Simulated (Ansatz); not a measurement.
Crystal: CuO.

```
CELL_PARAMETERS angstrom
2.34185 -1.71130 0.00000
-1.49182 -1.71130 -5.05787
2.34185 5.13390 0.00000
ATOMIC_POSITIONS crystal
Cu 0.32133 0.95658 0.29054
Cu 0.67867 0.04342 0.70946
Cu 0.32256 0.52186 0.68365
Cu 0.67744 0.47814 0.31635
O 0.41767 0.70732 0.00990
O 0.41393 0.79268 0.65850
O 0.22494 0.34817 0.07342
O 0.94346 0.15183 0.25818
```

Base run:

* Program: Ansatz 0.2.0
* Functional: PBE
* Potentials or basis: Ansatz PAW
* Cutoff: 420 eV (not typed: the program's choice for these potentials)
* k mesh: 16 × 9 × 9
* Occupations: fermi-dirac, width 0.05 eV
* Spin: no spin polarisation

Its results: band gap on the k mesh none (metal or under the smearing width); pressure 55.8 GPa; largest force 16.290 eV/Å.

**Question.** The run is repeated on the same cell with these changes: cutoff from 420 eV (not typed: the program's choice for these potentials) to 300 eV; k mesh from 16 × 9 × 9 to 9 × 5 × 5. What comes out?

**Answer.** Band gap on the k mesh none (metal or under the smearing width); pressure 56.7 GPa; largest force 16.294 eV/Å.

Caveats: a pressure of tens of GPa on the cell as given is suspect, and the run, the potentials or the cell itself is likely at fault; the run has no spin polarisation, though such a crystal can be magnetic; semilocal functionals often make such compounds metallic where correlation or magnetic order opens a gap, which also shifts bond lengths; forces of over 1 eV/Å show positions far from the minimum, so gaps and moduli don't describe the material at rest; the pressure holds a Pulay correction of +43.7 GPa for the finite cutoff (some runs); the cutoff lies under the one recommended for these potentials (some runs).
